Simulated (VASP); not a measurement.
A run of VASP 6.6.1 is set up as follows.

File INCAR:

```
PREC = Accurate
ENCUT = 520
EDIFF = 1E-6
ISMEAR = 0
SIGMA = 0.03
LREAL = False
LASPH = True
NELM = 80
ALGO = Normal
ISIF = 2
LWAVE = False
LCHARG = False
GGA = PE
NBANDS = 15
ICORELEVEL = 1
```

KPOINTS

```
Automatic mesh
0
Gamma
  8 8 8
```

File POSCAR:

```
KBr                                     
1.0
    0.0000000000      3.3548133361      3.3548133361
    3.3548133361      0.0000000000      3.3548133361
    3.3548133361      3.3548133361      0.0000000000
  K               Br            
     1     1
Direct
     0.0000000000000000    0.0000000000000000    0.0000000000000000
     0.5000000000000000    0.5000000000000000    0.5000000000000000
```

Contents of KPOINTS_OPT:

```
explicit points
209
Reciprocal
 0.0000000000  0.0000000000  0.0000000000 1
 0.0263157895  0.0000000000  0.0263157895 1
 0.0526315789  0.0000000000  0.0526315789 1
 0.0789473684  0.0000000000  0.0789473684 1
 0.1052631579  0.0000000000  0.1052631579 1
 0.1315789474  0.0000000000  0.1315789474 1
[... 201 lines left out ...]
 0.4250000000  0.0000000000  0.4250000000 1
 0.4500000000  0.0000000000  0.4500000000 1
```

Potentials or basis: VASP PAW PBE potentials, release 64 (K_sv, Br).

The run is started by

```sh
$ cat potpaw_PBE.64/K_sv/POTCAR potpaw_PBE.64/Br/POTCAR > POTCAR
$ mpirun -np 1 vasp_std > vasp.out
```

Problem. Predict the band gap along the path.

Solution. 4.30 eV, direct.

Problem. Predict the band gap on the k mesh.

Solution. 4.30 eV, direct.

Core levels (eV, on the scale of the bands):
```tsv
atom	levels
1 K	1s -3516.6, 2s -347.8, 2p -274.5
2 Br	1s -13309.4, 2s -1726.0, 2p -1521.4, 3s -231.3, 3p -166.7, 3d -60.0
```
